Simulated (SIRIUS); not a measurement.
Moving the functional in MnO

```yaml
crystal:
  lattice:
    - [0.00000, 2.22391, 2.22391]
    - [2.22391, 0.00000, 2.22391]
    - [2.22391, 2.22391, 0.00000]
  atoms:
    - { symbol: Mn, position: [0.00000, 0.00000, 0.00000] }
    - { symbol: O, position: [0.50000, 0.50000, 0.50000] }
```

Kept alike: task single point; k mesh 7 × 7 × 7; occupations fermi-dirac, width 0.05 eV; collinear spin, ferromagnetic start. Program: SIRIUS, PseudoDojo 0.4.1 PBE standard (scalar relativistic), cutoff 1307 eV. The mesh is that of the run's cell of 2 atoms. No spin-orbit coupling.

| functional | pressure (GPa) | moment of the cell (μB) |
| --- | --- | --- |
| AM05 | -8.40 | 4.69 |
| BLYP | 3.79 | 4.72 |
| HTBS | -1.55 | 4.87 |
| LDA | -16.59 | 4.59 |
| PBE | 0.30 | 4.82 |
| PBEsol | -8.20 | 4.73 |
| PW91 | -0.37 | 4.81 |
| RPBE | 6.40 | 4.89 |
| revPBE | 4.95 | 4.88 |
| xPBE | 3.71 | 4.85 |

Pressure is positive in compression; the values hold the error of the finite cutoff, so their zero can differ a little from the energy's minimum. For a metal such a mesh leaves the last digits unconverged. The measured crystal is an antiferromagnetic insulator; a metallic or parallel state is the runs' own. The runs hold the magnetic state that their start led to, which needn't be the lowest. All rows use potentials made for PBE.

**Question.** What does the functional change here?

**Answer.** The pressure runs from -16.59 (LDA) to 6.40 GPa (RPBE). From PBE: AM05 -8.70; BLYP +3.49; HTBS -1.85; LDA -16.89; PBEsol -8.50; PW91 -0.67; RPBE +6.10; revPBE +4.65; xPBE +3.41. A positive pressure means that the functional's own cell is larger than the one given, a negative one that it is smaller. The moment of the cell runs from 4.59 (LDA) to 4.89 μB (RPBE). From PBE: AM05 -0.13; BLYP -0.10; HTBS +0.05; LDA -0.23; PBEsol -0.09; PW91 -0.01; RPBE +0.07; revPBE +0.06; xPBE +0.03.
